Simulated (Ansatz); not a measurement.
# Energy ranking of In3GaP2 structures

Level of theory: Ansatz 0.2.0, DFT PBE, scalar-relativistic, plane waves, PAW. Settings: cutoff 420 eV, Γ-centred meshes spaced at most about 0.3 Å⁻¹, and about 0.25 Å⁻¹ or finer for metals (2π included), Gaussian smearing. No spin polarisation.

Energies over the elements count from the elements' standard structures at the same level, with no fitted energy shifts. The references include black phosphorus.

All energies are static (0 K, no zero-point motion). Larger cells and other orderings weren't all tried, so the list isn't exhaustive. The reference form of P is held partly by dispersion forces, which this level lacks.

Invented guesses were relaxed alike, and ends that match in structure were merged. ΔE counts from the first row. Coordination counts P atoms around Ga and In (those within 1.25 times the shortest such distance or 1.15 times the sum of covalent radii; a plus sign parts nearer from farther groups; the shortest distance is added where it is long for a bond; a slash parts the counts of unlike sites). The ends were matched against large subsets of the Crystallography Open Database and the Materials Project, so a missing match doesn't prove that a structure is unreported.

```tsv
#	reached from	type and space group	atoms	Å³/atom	coordination	ΔE (meV/atom)	gap on mesh (eV)	in databases
1	Li3MnAs2 type (P-4m2)	P-4m2 (No. 115)	6	26.2	In 4/4 from 3.4 Å, Ga 4	0	0.00	no match
2	random cell	P4/mmm (No. 123)	6	26.0	In 2/4, Ga 2	116	0.00	no match
3	CeSi2Ru3 type (P6/mmm)	P6/mmm (No. 191)	6	26.1	In 4, Ga 6 from 4.0 Å	165	0.00	no match
4	random cell	P6/mmm (No. 191)	6	34.0	In 2, Ga 6+12 from 5.3 Å	457	0.00	no match
```

The lowest: Space group P-4m2 (No. 115), tetragonal, a = 4.465 Å, c = 7.890 Å. In on its first site is surrounded by 4 In at 3.16 Å and 4 P at 3.39 Å; In on its second site has 4 In at 3.16 Å and 4 P at 3.39 Å; In on its third site has 4 P at 2.63 Å and 4 Ga at 3.16 Å; Ga is surrounded by 4 P at 2.63 Å and 4 In at 3.16 Å; P has 2 Ga at 2.63 Å, 2 In at 2.63 Å and 4 In at 3.39 Å. Its energy over the elements is +0.09 eV/atom. The separate elements lie lower, so it is unstable against them. An observed structure of this formula, if there is one, may be missing.

```cif
data_structure
_symmetry_space_group_name_H-M 'P-4m2'
_symmetry_Int_Tables_number 115
_cell_length_a 4.4648
_cell_length_b 4.4648
_cell_length_c 7.8900
_cell_angle_alpha 90.000
_cell_angle_beta 90.000
_cell_angle_gamma 90.000
_cell_volume 157.29
loop_
_atom_site_label
_atom_site_type_symbol
_atom_site_symmetry_multiplicity
_atom_site_Wyckoff_symbol
_atom_site_fract_x
_atom_site_fract_y
_atom_site_fract_z
_atom_site_occupancy
In1 In 1 b 0.50000 0.50000 0.00000 1
In2 In 1 a 0.00000 0.00000 0.00000 1
In3 In 1 c 0.50000 0.50000 0.50000 1
Ga1 Ga 1 d 0.00000 0.00000 0.50000 1
P1 P 2 g 0.00000 0.50000 0.32333 1
```

The second: Space group P4/mmm (No. 123), tetragonal, a = 5.456 Å, c = 5.237 Å. Around In on a site of symmetry 4/mmm lie 2 P at 2.62 Å; In on a site of symmetry mmm is surrounded by 4 P at 2.73 Å; Ga is surrounded by 2 P at 2.62 Å; around P on its first site lie 6 In at 2.62–2.73 Å; 1 more site not described. Counting P atoms around Ga and In, the first has In 4/4 from 3.4 Å, Ga 4 and the second has In 2/4, Ga 2. Cells relaxed within their symmetry can be saddle points. Some structure types and database cells were kept out of the candidates from the start, so a known form may be missing.
